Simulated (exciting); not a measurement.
# Nb (P-1) in exciting: reference runs

Reference runs on Nb: the cell as given.

Program: exciting (release sodium). These are calculated values, not measurements. Logs are shortened: lines on timing, memory, paths and dates and some standing lists are left out, and cuts for length are marked.

**1. Starting point**

The typed cell holds 1 atom: a = 2.707 Å, b = 3.357 Å, c = 2.926 Å, α = 126.55°, β = 106.47°, γ = 102.66°.

This isn't the form of Nb at room conditions, which is bcc.

**2. Single point, PBEsol**

The input, input.xml:

```xml
<input>
  <title>Nb</title>
  <structure speciespath="./" tshift="false">
    <crystal scale="1">
      <basevect>-2.748773643366 3.025300989943 3.075154194987</basevect>
      <basevect>3.059486872530 -3.745109916238 4.105676350447</basevect>
      <basevect>2.302252014823 3.298588287695 -3.794963121282</basevect>
    </crystal>
    <species speciesfile="Nb.xml" rmt="2.3">
      <atom coord="0.000000000000 0.000000000000 0.000000000000"/>
    </species>
  </structure>
  <groundstate do="fromscratch" ngridk="12 11 13" rgkmax="9" gmaxvr="14" lmaxapw="10" lmaxmat="10" lmaxvr="8" xctype="GGA_PBE_SOL" stype="Fermi Dirac" swidth="0.00183747" nempty="12" ValenceRelativity="iora*" epsengy="1e-05" epspot="1e-05" maxscl="60" tforce="true" outputlevel="normal"/>
  <properties>
    <chargedensityplot>
      <plot3d>
        <box grid="14 17 15">
          <origin coord="0 0 0"/>
          <point coord="1 0 0"/>
          <point coord="0 1 0"/>
          <point coord="0 0 1"/>
        </box>
      </plot3d>
    </chargedensityplot>
    <elfplot>
      <plot3d>
        <box grid="14 17 15">
          <origin coord="0 0 0"/>
          <point coord="1 0 0"/>
          <point coord="0 1 0"/>
          <point coord="0 0 1"/>
        </box>
      </plot3d>
    </elfplot>
    <exccplot>
      <plot3d>
        <box grid="14 17 15">
          <origin coord="0 0 0"/>
          <point coord="1 0 0"/>
          <point coord="0 1 0"/>
          <point coord="0 0 1"/>
        </box>
      </plot3d>
    </exccplot>
  </properties>
</input>
```

Potentials or basis: all-electron LAPW+lo, shipped species files, valence relativity iora*.

Launch:

```sh
$ OMP_NUM_THREADS=1 exciting_smp
```

INFO.OUT:

```text
================================================================================
EXCITING SODIUM started
[... 10 lines left out ...]

 Lattice vectors (cartesian) :
     -2.7487736434      3.0253009899      3.0751541950
      3.0594868725     -3.7451099162      4.1056763504
      2.3022520148      3.2985882877     -3.7949631213

 Reciprocal lattice vectors (cartesian) :
      0.0352284327      1.1081158388      0.9845478172
      1.1376631406      0.1763328311      0.8434434188
      1.2593559835      1.0887042832      0.0546399883

 Unit cell volume                           :     119.4300811619
 Brillouin zone volume                      :       2.0769492161

 Species :    1 (Nb)
     parameters loaded from                 :    Nb.xml
     name                                   :    niobium
     nuclear charge                         :     -41.00000000
     electronic charge                      :      41.00000000
     atomic mass                            :  169357.97030000
     muffin-tin radius                      :       2.30000000
     # of radial points in muffin-tin       :     400

     atomic positions (lattice) :
       1 :   0.00000000  0.00000000  0.00000000

 Total number of atoms per unit cell        :       1

 Spin treatment                             :    spin-unpolarised

 Number of Bravais lattice symmetries       :       2
 Number of crystal symmetries               :       2

 k-point grid                               :      12   11   13
 Total number of k-points                   :     859
 k-point set is reduced with crystal symmetries

 R^MT_min * |G+k|_max (rgkmax)              :       9.00000000
 Species with R^MT_min                      :       1 (Nb)
 Maximum |G+k| for APW functions            :       3.91304348
 Maximum |G| for potential and density      :      14.00000000

 G-vector grid sizes                        :      24    30    25
 Total number of G-vectors                  :    5509

 Maximum angular momentum used for
     APW functions                          :      10
     computing H and O matrix elements      :      10
     potential and density                  :       8
     inner part of muffin-tin               :       2

 Total nuclear charge                       :     -41.00000000
 Total electronic charge                    :      41.00000000
 Total core charge                          :      28.00000000
 Total valence charge                       :      13.00000000

 Number of empty states                     :      12
 Total number of valence states             :      19

 Maximum Hamiltonian size                   :     143
 Maximum number of plane-waves              :     130
 Total number of local-orbitals             :      13

 Exchange-correlation type                  :      22
[... 23 lines left out ...]
+ SCF iteration number :    1                                                  +
++++++++++++++++++++++++++++++++++++++++++++++++++++++++++++++++++++++++++++++++
 Total energy                               :     -3812.57379383
 _______________________________________________________________
 Fermi energy                               :         0.47291238
 Kinetic energy                             :      3955.25501644
 Coulomb energy                             :     -7650.96826030
 Exchange energy                            :      -114.44794052
 Correlation energy                         :        -2.41260945

 DOS at Fermi energy (states/Ha/cell)       :        26.43255786

 Electron charges :
     core                                   :        28.00000000
     core leakage                           :         0.00000968
     valence                                :        13.00000000
     interstitial                           :         2.58829071
     charge in muffin-tin spheres :
                  atom     1    Nb          :        38.41170929
     total charge in muffin-tins            :        38.41170929
     total charge                           :        41.00000000

++++++++++++++++++++++++++++++++++++++++++++++++++++++++++++++++++++++++++++++++
+ SCF iteration number :    2                                                  +
++++++++++++++++++++++++++++++++++++++++++++++++++++++++++++++++++++++++++++++++
 Total energy                               :     -3815.62067461
 _______________________________________________________________
 Fermi energy                               :         0.46816337
 Kinetic energy                             :      3953.49196006
 Coulomb energy                             :     -7652.17960428
 Exchange energy                            :      -114.52025513
 Correlation energy                         :        -2.41277526

 DOS at Fermi energy (states/Ha/cell)       :        26.30127016

 Electron charges :
     core                                   :        28.00000000
     core leakage                           :         0.00000938
     valence                                :        13.00000000
     interstitial                           :         2.53094169
     charge in muffin-tin spheres :
                  atom     1    Nb          :        38.46905831
     total charge in muffin-tins            :        38.46905831
     total charge                           :        41.00000000

 RMS change in effective potential (target) :  0.508774E-01  ( 0.100000E-04)
 Absolute change in total energy   (target) :   3.04688      ( 0.100000E-04)
 Charge distance                   (target) :  0.362483E-02  ( 0.100000E-04)
 Abs. change in max-nonIBS-force   (target) :   0.00000      ( 0.500000E-04)

++++++++++++++++++++++++++++++++++++++++++++++++++++++++++++++++++++++++++++++++
+ SCF iteration number :    3                                                  +
++++++++++++++++++++++++++++++++++++++++++++++++++++++++++++++++++++++++++++++++
 Total energy                               :     -3817.28446084
 _______________________________________________________________
 Fermi energy                               :         0.46554583
 Kinetic energy                             :      3952.47982548
 Coulomb energy                             :     -7652.79088738
 Exchange energy                            :      -114.56055195
 Correlation energy                         :        -2.41284699

 DOS at Fermi energy (states/Ha/cell)       :        25.81102703

 Electron charges :
     core                                   :        28.00000000
     core leakage                           :         0.00000923
     valence                                :        13.00000000
     interstitial                           :         2.49590039
     charge in muffin-tin spheres :
                  atom     1    Nb          :        38.50409961
     total charge in muffin-tins            :        38.50409961
     total charge                           :        41.00000000
[... 185 lines left out ...]
 DOS at Fermi energy (states/Ha/cell)       :        25.81159176

 Electron charges :
     core                                   :        28.00000000
     core leakage                           :         0.00000917
     valence                                :        13.00000000
     interstitial                           :         2.45772444
     charge in muffin-tin spheres :
                  atom     1    Nb          :        38.54227556
     total charge in muffin-tins            :        38.54227556
     total charge                           :        41.00000000

 RMS change in effective potential (target) :  0.132250E-07  ( 0.100000E-04)
 Absolute change in total energy   (target) :  0.326254E-05  ( 0.100000E-04)
 Charge distance                   (target) :  0.340150E-07  ( 0.100000E-04)
 Abs. change in max-nonIBS-force   (target) :   0.00000      ( 0.500000E-04)

++++++++++++++++++++++++++++++++++++++++++++++++++++++++++++++++++++++++++++++++
+ SCF iteration number :   11                                                  +
++++++++++++++++++++++++++++++++++++++++++++++++++++++++++++++++++++++++++++++++
 Total energy                               :     -3818.37233069
 _______________________________________________________________
 Fermi energy                               :         0.46461448
 Kinetic energy                             :      3951.66385968
 Coulomb energy                             :     -7653.03246248
 Exchange energy                            :      -114.59089160
 Correlation energy                         :        -2.41283628

 DOS at Fermi energy (states/Ha/cell)       :        25.81159203

 Electron charges :
     core                                   :        28.00000000
     core leakage                           :         0.00000917
     valence                                :        13.00000000
     interstitial                           :         2.45772442
     charge in muffin-tin spheres :
                  atom     1    Nb          :        38.54227558
     total charge in muffin-tins            :        38.54227558
     total charge                           :        41.00000000

 RMS change in effective potential (target) :  0.174609E-08  ( 0.100000E-04)
 Absolute change in total energy   (target) :  0.116169E-05  ( 0.100000E-04)
 Charge distance                   (target) :  0.321815E-08  ( 0.100000E-04)
 Abs. change in max-nonIBS-force   (target) :   0.00000      ( 0.500000E-04)

++++++++++++++++++++++++++++++++++++++++++++++++++++++++++++++++++++++++++++++++
| Convergency criteria checked for the last 2 iterations                       +
| Convergence targets achieved. Performing final SCF iteration                 +
++++++++++++++++++++++++++++++++++++++++++++++++++++++++++++++++++++++++++++++++
 Total energy                               :     -3818.37233068
 _______________________________________________________________
 Fermi energy                               :         0.46461448
 Kinetic energy                             :      3951.66385968
 Coulomb energy                             :     -7653.03246248
 Exchange energy                            :      -114.59089160
 Correlation energy                         :        -2.41283628

 DOS at Fermi energy (states/Ha/cell)       :        25.81159210

 Electron charges :
     core                                   :        28.00000000
     core leakage                           :         0.00000917
     valence                                :        13.00000000
     interstitial                           :         2.45772442
     charge in muffin-tin spheres :
                  atom     1    Nb          :        38.54227558
     total charge in muffin-tins            :        38.54227558
     total charge                           :        41.00000000

++++++++++++++++++++++++++++++++++++++++++++++++++++++++++++++++++++++++++++++++
+ Self-consistent loop stopped                                                 +
++++++++++++++++++++++++++++++++++++++++++++++++++++++++++++++++++++++++++++++++
 STATE.OUT is written

--------------------------------------------------------------------------------
- Writing atomic positions and forces                                          -
--------------------------------------------------------------------------------

 Atomic positions (lattice) :
 atom     1  Nb  :     0.00000000    0.00000000    0.00000000

 Total atomic forces including IBS (cartesian) :
 atom     1  Nb  :     0.00000000    0.00000000    0.00000000

 Atomic force components including IBS (cartesian) :
 atom     1  Nb  :     0.00000000    0.00000000    0.00000000   HF force
                 :     0.00000000    0.00000000    0.00000000   core correction
                 :     0.00000000    0.00000000    0.00000000   IBS correction

********************************************************************************
[... 7 lines left out ...]
| EXCITING SODIUM stopped                                                      =
================================================================================
```

Run time: 7.6 min. Hardware: 1 thread of Arm Neoverse N1, shared host; peak memory 0.1 GiB.

Results:

```yaml
Free_energy: -103903.2123 eV
Band_gap_on_the_k_mesh: none (metal or under the smearing width)
All_electrons_inside_the_program's_atomic_spheres: Nb 38.54 (radii Nb 2.3 bohr)
```

Levels at points of the mesh, in eV from the Fermi level:
| k point | band 3 | band 4 | band 5 | band 6 | band 7 | band 8 | band 9 | band 10 | band 11 | band 12 |
| --- | --- | --- | --- | --- | --- | --- | --- | --- | --- | --- |
| (0.00, 0.00, 0.00) | -29.58 | -29.40 | -6.17 | -2.27 | -0.24 | 1.64 | 3.22 | 4.84 | 11.89 | 13.77 |
| (0.50, 0.00, 0.00) | -30.24 | -29.94 | -4.23 | -1.05 | 1.14 | 2.57 | 2.69 | 7.16 | 11.75 | 13.22 |

Caveat: the log's total energy holds no entropy term; the free energy is that total less TS from the occupations.
